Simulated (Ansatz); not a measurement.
# BN: the cell at several levels of theory

An exercise on one series of results from a longer session: the logs are not shown, and one member is left open.

Code: Ansatz 0.2.0. PAW datasets, plane waves, zero pressure. Spin-unpolarised throughout; all numbers are computed.

**The system as given**

Space group F-43m (No. 216), cubic; a = 3.615 Å in the conventional setting, 5.91 Å³ an atom. Around B lie 4 N at 1.57 Å; around N lie 4 B at 1.57 Å.

Structure file:

```
B N
1.0
     0.00000    1.80750    1.80750
     1.80750    0.00000    1.80750
     1.80750    1.80750    0.00000
B N
1 1
Cartesian
  0.0000 0.0000 0.0000
  0.9038 0.9038 0.9038
```

The first run:

The input, input.yaml:

```yaml
crystal:
  lattice:
    - [0.0, 1.8075, 1.8075]
    - [1.8075, 0.0, 1.8075]
    - [1.8075, 1.8075, 0.0]
  atoms:
    - { symbol: B, position: [0.0, 0.0, 0.0] }
    - { symbol: "N", position: [0.25, 0.25, 0.25] }
kpoints:
  mp_grid: { grid: [10, 10, 10] }
hamiltonian:
  xc: pbe
scf:
  occupations: { method: fermi_dirac, width: 0.02 }
relax:
  f_tol: 0.005
  cell: {}
output:
  write_density: true
  write_potential: true
  elf: true
  volumetric_format: npy
```

On the command line:

```
ansatz run input.yaml --threads 2 --pin off --max-ram 2211MiB --backend cpu --events-out ev --progress --plain --runs-dir out
```

Steps of the session up to this table: Relaxing with PBE; Relaxing with r2SCAN; Relaxing with PBEsol; Relaxing with LDA; Relaxing with HSE06.

One table of the session follows, with a row left open; its other results are not shown here.

| level | a (Å) | volume (Å³/atom) |
| --- | --- | --- |
| PBE | 3.625 | 5.953 |
| r2SCAN | 3.610 | 5.879 |
| PBEsol | 3.606 | 5.860 |
| LDA | 3.581 | 5.738 |
| HSE06 | ? | ? |

Estimate the missing values for HSE06.

The run gave: a (Å): 3.596; volume (Å³/atom): 5.814. In the column «a (Å)» it lies between LDA (3.581) and PBEsol (3.606).

The first relaxation changed the volume by +0.8 % from the start. The volume runs from LDA (least) to PBE (most), a spread of 3.7 %, or 1.2 % in length if all axes shared it alike. The meshes differ: PBE 10×10×10, r2SCAN 10×10×10, PBEsol 10×10×10, LDA 10×10×10, HSE06 8×8×8.
